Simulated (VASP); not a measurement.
Wanted: the native input for a VASP 6.6.1 run.

* Task: relaxation of cell and atoms
* Functional: PBE
* Potentials or basis: VASP PAW PBE potentials, release 64 (In_d, As)
* Cutoff: 600 eV
* k mesh: 4 × 4 × 4
* Occupations: gaussian, width 0.1 eV
* Spin: no spin polarisation
* Dipole correction: no
* Further INCAR settings: ALGO = Normal; EDIFF = 1e-06; IBRION = 2; EDIFFG = -0.04; NSW = 90; ISIF = 3

The structure of In3As lies in POSCAR:

```
In3As
1.0
   -3.0343680300      3.0343680300      3.1409830500
    3.0343680300     -3.0343680300      3.1409830500
    3.0343680300      3.0343680300     -3.1409830500
In As
3 1
Direct
    0.5000000000      0.5000000000      0.0000000000
    0.7500000000      0.2500000000      0.5000000000
    0.2500000000      0.7500000000      0.5000000000
    0.0000000000      0.0000000000      0.0000000000
```

The cell was built by a generator and needn't be a form met in nature.

The cell isn't the ideal one: random cell by space group and Wyckoff sites (I4/mmm, No. 139).

These files were run (other wordings do the same):

INCAR

```
PREC = Accurate ; ENCUT = 600
EDIFF = 1E-6 ; ISMEAR = 0
SIGMA = 0.1 ; LREAL = False
LASPH = True ; NELM = 100
ALGO = Normal ; ISIF = 3
LWAVE = False ; LCHARG = False
GGA = PE ; IBRION = 2
NSW = 90 ; EDIFFG = -0.04
```

KPOINTS

```
regular mesh
0
Gamma
  4 4 4
```

Potentials or basis: VASP PAW PBE potentials, release 64 (In_d, As).

The run is started by

```sh
$ cat potpaw_PBE.64/In_d/POTCAR potpaw_PBE.64/As/POTCAR > POTCAR
$ mpirun -np 1 vasp_std > vasp.out
```

It gave:

* Relaxed volume: 26.18 Å³/atom
* Relaxed cell: a = 5.179 Å, b = 5.179 Å, c = 5.179 Å, α = 114.51°, β = 114.51°, γ = 99.81°
* Space group after relaxing (to 0.05 Å): I4/mmm (No. 139)
* Energy gained by relaxing: 56.5 meV/atom
* Ionic steps: 13
* Pressure after relaxing: -0.1 GPa
* Band gap on the k mesh: none (metal or under the smearing width)

Caveat: the k mesh is coarse (spacing up to 0.37 Å⁻¹), so the values aren't converged.

Wall time 4.9 min on 1 thread of Intel(R) Xeon(R) Platinum 8488C (Sapphire Rapids), with other jobs on the host, peak memory 0.28 GiB.
